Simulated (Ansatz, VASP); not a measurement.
## One calculation of W, two programs

```
W
1.0
    -1.58234    1.58234    1.58234
     1.58234   -1.58234    1.58234
     1.58234    1.58234   -1.58234
W
1
Direct
  0.00000 0.00000 0.00000
```

Alike in both runs: task single point; functional PBE; k mesh 12 × 12 × 12; occupations gaussian, width 0.016 eV; no spin polarisation.

```csv
,VASP,Ansatz
version,VASP 6.6.1,Ansatz 0.2.0
potentials or method,"VASP PAW PBE potentials, release 64 (W_sv), cutoff 520 eV","all-electron LAPW, scalar-relativistic"
```

```csv
,VASP,Ansatz,Ansatz less VASP
gap on the k mesh at the Fermi level (eV),none,none,-
pressure (GPa),6.7,6.1,-0.58
```

A gap of «none» marks a metal or a gap that the smearing closes. Ansatz ran all-electron here, so the differences hold the error of VASP's frozen core and of both bases.

Spin-orbit coupling is left out, which matters for the levels of W.
